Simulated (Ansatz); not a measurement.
Runs of Ansatz 0.2.0 on Ba. Symmetry: Im-3m, No. 229, cubic system. The conventional cell has a = 4.945 Å, b = 4.945 Å, c = 4.945 Å, α = 90.00°, β = 90.00°, γ = 90.00°. Ba (site symmetry m-3m) is surrounded by 8 Ba at 4.28 Å. 

| task | level | spin | fixed moment (μB) | cell | k mesh | cutoff (eV) | smearing | basis error allowed | gap on the mesh (eV) | pressure (GPa) |
| --- | --- | --- | --- | --- | --- | --- | --- | --- | --- | --- |
| single point | PBE | off | - | volume scaled by 0.96 | 5 × 5 × 5 | 66 | fermi-dirac 0.02 eV | 0.003 eV/atom | none | 0.2 |
| elastic constants | revPBE | off | - | volume scaled by 0.96 | 6 × 6 × 6 | 83 | gaussian 0.1 eV | 0.001 eV/atom | none | 1.1 |
| single point | RPBE | off | - | volume scaled by 0.96 | 8 × 8 × 8 | 77 | gaussian 0.1 eV | 0.001 eV/atom | none | 1.1 |
| single point | PBEsol+D3(BJ) | collinear, ferromagnetic start | 2.0 | volume scaled by 0.96 | 8 × 8 × 8 | 77 | fermi-dirac 0.05 eV | 0.001 eV/atom | - | -1.1 |
| single point | PBE | off | - | volume scaled by 0.96 | 8 × 8 × 8 | 77 | gaussian 0.1 eV | 0.001 eV/atom | none | 0.4 |
| single point | PBEsol | off | - | volume scaled by 0.96 | 8 × 8 × 8 | 77 | gaussian 0.05 eV | 0.001 eV/atom | none | (a) |

Alike in all rows: potentials or basis all-electron LAPW, scalar-relativistic.

Question: Estimate the missing entries.

Answer: (a) -0.4.

Caveats: the k mesh is thin for a metal, which can move the energy by tens of meV per atom (some runs); a metal's response needs a denser mesh (some runs); elastic constants of metals need much finer meshes, so these are rough (some runs); the total moment is fixed, so each spin has its own Fermi level (some runs).

A k mesh can miss the band edges, and the runs leave out spin-orbit coupling on Ba.

A gap of «none» marks a metal or a gap under the smearing width.
